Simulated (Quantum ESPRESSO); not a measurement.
SnTe:

```
Te Sn
1.0
     0.00000    3.61115    3.61115
     3.61115    0.00000    3.61115
     3.61115    3.61115    0.00000
Te Sn
1 1
Direct
  0.25000 0.25000 0.25000
  0.00000 0.00000 0.00000
```

Measurements of this composition are mostly on another form, of space group No. 225.

| Property | Result |
| --- | --- |
| Program | Quantum ESPRESSO 7.5 |
| Task | single point |
| Functional | PBEsol |
| Potentials or basis | GBRV 1.5 PBEsol |
| Cutoff | 925 eV |
| Density cutoff | 7401 eV |
| k mesh | 7 × 7 × 7 |
| Occupations | fermi-dirac, width 0.05 eV |
| Spin | no spin polarisation |

On this cell: pressure -1.5 GPa; largest force zero by symmetry; band gap on the k mesh 0.28 eV, indirect (least direct gap 0.79 eV).

The same run follows on a disturbed copy (atoms moved at random, drawn with an rms of 0.05 Å):

```xyz
2
Lattice="0.0000 3.6111 3.6111 3.6111 0.0000 3.6111 3.6111 3.6111 0.0000" Properties=species:S:1:pos:R:3 pbc="T T T"
Te    1.7987    1.7773    1.8345
Sn   -0.0433    0.0023    0.0114
```

What changes?

The energy moves by +1.5 meV/atom; pressure -1.5 GPa; largest force 0.119 eV/Å; band gap on the k mesh 0.25 eV, indirect (least direct gap 0.79 eV).

Forces in eV/Å, atoms in the order of the input:
```
Te  -0.084  0.072 -0.044
Sn   0.084 -0.072  0.044
```

Stress tensor (GPa, compression positive):
```
-1.46 -0.10  0.17
-0.10 -1.46 -0.20
 0.17 -0.20 -1.46
```

Caveats: spin-orbit coupling is left out, which moves the levels of the heavy elements; an odd mesh through Γ misses points on the zone boundary, where band edges often lie.
